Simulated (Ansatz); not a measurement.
ZrO$_{2}$:
```xyz
12
Lattice="5.1276 0.0000 0.0000 0.0000 5.2116 0.0000 -0.8832 0.0000 5.2214" Properties=species:S:1:pos:R:3 pbc="T T T"
Zr     3.0083     4.9860     4.1275
Zr     1.2361     0.2256     1.0939
Zr     0.7945     2.3802     3.7046
Zr     3.4499     2.8313     1.5168
O     -0.3838     0.8518     4.3927
O      4.6282     4.3598     0.8288
O      4.1866     3.4575     3.4395
O      0.0578     1.7540     1.7820
O      2.8091     1.3431     0.1071
O      1.4353     3.8684     5.1143
O      1.8769     3.9489     2.5036
O      2.3675     1.2626     2.7178
```

x, y and z are the axes in which the lattice vectors are written.

### Question
Give the high-frequency dielectric tensor and the Born effective charge tensors of the independent atoms from DFPT, the program Ansatz at the PBEsol level (PAW).

### Answer

ε∞:
```
5.40  0.00  0.17
0.00  5.46  0.00
0.17  0.00  5.06
```
Z* of atom 1 (Zr), rows: field, columns: displacement, in e:
```
 5.51  -0.43   0.23
-0.14   5.52   0.17
 0.23   0.40   4.91
```
Z* of atom 5 (O), rows: field, columns: displacement, in e:
```
-3.06  -1.18  -0.21
-1.46  -2.72   0.68
-0.20   0.70  -2.30
```
Z* of atom 9 (O), rows: field, columns: displacement, in e:
```
-2.46  -0.17  -0.02
-0.22  -2.80  -0.39
-0.04  -0.42  -2.61
```

Space group P2_1/c. Symmetry was held in the PBEsol relaxation. No spin polarisation was allowed. Scalar-relativistic: spin–orbit coupling is off unless named, which matters more the heavier the elements.

Potentials: the earlier of the program's two PAW sets. The files were generated under PBE; for other functionals the program regenerates the frozen cores, and for LDA and PBEsol the local potential too.
